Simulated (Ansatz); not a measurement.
**Ge started in the widest void in diamond Ge, 65 atoms, charge −2**

Wanted: geometry, formation energy and gap levels of the defect, compared across PBEsol.

Program: Ansatz 0.2.0, PAW, plane waves. These are calculated values, not measurements.

## (1) The system as built

65 atoms (65 Ge); a = 11.351 Å, b = 11.351 Å, c = 11.351 Å, α = 90.00°, β = 90.00°, γ = 90.00°. All atoms were shaken off their sites by about 0.02 Å along each axis; atoms next to an added one may be pushed further to make room. Defect site 1: (0.375, 0.375, 0.375). Starting moments add up to 2 μB.

Plan of the steps: (2) PBEsol relaxation at the single k point (¼, ¼, ¼), on 1 × NVIDIA GB200 with 8 threads of Arm Neoverse-V2.

## (2) PBEsol relaxation in the fixed cell

in.yaml

```yaml
crystal:
  lattice:
    - [11.351184, 0.000000, 0.000000]
    - [0.000000, 11.351184, 0.000000]
    - [0.000000, 0.000000, 11.351184]
  atoms:
    - { symbol: Ge, position: [0.997195, 0.996288, 0.998394] }
    - { symbol: Ge, position: [0.001416, 0.997905, 0.503375] }
    - { symbol: Ge, position: [0.999579, 0.501140, 0.000399] }
    - { symbol: Ge, position: [0.003885, 0.498863, 0.498467] }
    - { symbol: Ge, position: [0.500100, 0.003782, 0.000859] }
    - { symbol: Ge, position: [0.500458, 0.999027, 0.502235] }
    - { symbol: Ge, position: [0.500026, 0.499317, 0.000142] }
    - { symbol: Ge, position: [0.497426, 0.499033, 0.499586], spin: 0.182 }
    - { symbol: Ge, position: [0.125949, 0.128168, 0.124076] }
    - { symbol: Ge, position: [0.124847, 0.124802, 0.624856] }
    - { symbol: Ge, position: [0.128197, 0.625937, 0.123187] }
    - { symbol: Ge, position: [0.126175, 0.624563, 0.623943] }
    - { symbol: Ge, position: [0.623587, 0.123576, 0.126899] }
    - { symbol: Ge, position: [0.625787, 0.122218, 0.626105] }
    - { symbol: Ge, position: [0.624388, 0.628012, 0.125169] }
    - { symbol: Ge, position: [0.623027, 0.622946, 0.625317] }
    - { symbol: Ge, position: [0.246309, 0.249769, 0.999227] }
    - { symbol: Ge, position: [0.247188, 0.251673, 0.498697], spin: 0.182 }
    - { symbol: Ge, position: [0.252611, 0.750639, 0.002373] }
    - { symbol: Ge, position: [0.248726, 0.751199, 0.499836] }
    - { symbol: Ge, position: [0.751946, 0.246769, 0.001730] }
    - { symbol: Ge, position: [0.751797, 0.250270, 0.501234] }
    - { symbol: Ge, position: [0.751356, 0.747479, 0.997068] }
    - { symbol: Ge, position: [0.751161, 0.748949, 0.499052] }
    - { symbol: Ge, position: [0.376790, 0.373296, 0.123950], spin: 0.182 }
    - { symbol: Ge, position: [0.378412, 0.377605, 0.626626], spin: 0.182 }
    - { symbol: Ge, position: [0.377621, 0.874541, 0.124289] }
    - { symbol: Ge, position: [0.373240, 0.876226, 0.624768] }
    - { symbol: Ge, position: [0.878808, 0.376757, 0.127540] }
    - { symbol: Ge, position: [0.874770, 0.376090, 0.625613] }
    - { symbol: Ge, position: [0.874480, 0.876210, 0.125522] }
    - { symbol: Ge, position: [0.876671, 0.873244, 0.625555] }
    - { symbol: Ge, position: [0.249641, 0.999453, 0.250008] }
    - { symbol: Ge, position: [0.246952, 0.001854, 0.751714] }
    - { symbol: Ge, position: [0.249094, 0.500625, 0.251082], spin: 0.182 }
    - { symbol: Ge, position: [0.252055, 0.502277, 0.749238] }
    - { symbol: Ge, position: [0.750795, 0.000851, 0.248868] }
    - { symbol: Ge, position: [0.748554, 0.998482, 0.752154] }
    - { symbol: Ge, position: [0.750631, 0.500696, 0.250869] }
    - { symbol: Ge, position: [0.753499, 0.498418, 0.750003] }
    - { symbol: Ge, position: [0.377153, 0.124657, 0.375148], spin: 0.182 }
    - { symbol: Ge, position: [0.374205, 0.123123, 0.878354] }
    - { symbol: Ge, position: [0.377568, 0.624313, 0.374108], spin: 0.182 }
    - { symbol: Ge, position: [0.374678, 0.624241, 0.875807] }
    - { symbol: Ge, position: [0.873520, 0.122732, 0.374308] }
    - { symbol: Ge, position: [0.873073, 0.124659, 0.874885] }
    - { symbol: Ge, position: [0.876230, 0.623097, 0.374961] }
    - { symbol: Ge, position: [0.876008, 0.619120, 0.874588] }
    - { symbol: Ge, position: [0.998016, 0.250532, 0.248929] }
    - { symbol: Ge, position: [0.999468, 0.247894, 0.750467] }
    - { symbol: Ge, position: [0.001025, 0.752648, 0.251929] }
    - { symbol: Ge, position: [0.998973, 0.748917, 0.750193] }
    - { symbol: Ge, position: [0.497835, 0.249595, 0.251696], spin: 0.182 }
    - { symbol: Ge, position: [0.499124, 0.248628, 0.749913] }
    - { symbol: Ge, position: [0.500263, 0.751487, 0.251570] }
    - { symbol: Ge, position: [0.501043, 0.750150, 0.748143] }
    - { symbol: Ge, position: [0.124481, 0.376337, 0.374970], spin: 0.182 }
    - { symbol: Ge, position: [0.122089, 0.374762, 0.875884] }
    - { symbol: Ge, position: [0.125666, 0.876771, 0.374880] }
    - { symbol: Ge, position: [0.124747, 0.876048, 0.876315] }
    - { symbol: Ge, position: [0.626351, 0.372400, 0.375149], spin: 0.182 }
    - { symbol: Ge, position: [0.624663, 0.376675, 0.876650] }
    - { symbol: Ge, position: [0.624129, 0.874626, 0.373285] }
    - { symbol: Ge, position: [0.624720, 0.871407, 0.875702] }
    - { symbol: Ge, position: [0.373424, 0.374398, 0.373969], spin: 0.182 }
  symmetry: { detect: false }
kpoints:
  mp_grid: { grid: [1, 1, 1], shift: [0.25, 0.25, 0.25] }
hamiltonian:
  xc: pbesol
total_charge: -2
magnetization:
  spin_polarized: true
scf:
  occupations: { method: fermi_dirac, width: 0.01 }
relax:
  f_tol: 0.03
  max_steps: 80
  escape_saddle: false
  adjacent_minimum: "off"
output:
  forces: true
  eigenvalues: true
  populations: true
  charged_corrections: { epsilon: 16 }
```

The run is started by

```
$ ansatz run in.yaml --threads 8 --pin off --max-ram 118750MiB --runs-dir r --events-out ev --progress --plain --backend cuda --devices 0, --max-vram 170GiB
```

**Question.** What will these runs give? Wanted: for each run, formation energy; host gap; top filled to lowest empty; moment.

**Answer**, as computed:

```
             level        time  formation energy (eV)  host gap (eV)  top filled to lowest empty (eV)  moment (μB)
PBEsol, relaxation  11 s (GPU)                   4.18           0.00                             0.18         0.00
```

| quantity | value |
| --- | --- |
| relaxation | 9 recorded steps, 1.04 eV gained |
| largest shift | 0.42 Å (Ge65) |

**Reading.** The relaxation lowers the energy by 1.04 eV; the largest shift is 0.42 Å (Ge65). No spin–orbit coupling is included; with elements this heavy it would shift the edges. The host's edges were read at Γ, so band-like levels at this k point need not coincide with them. Finite-cell errors of some tenths of an eV remain in such numbers. The dielectric constant of 16.0 in the correction is an assumed value.
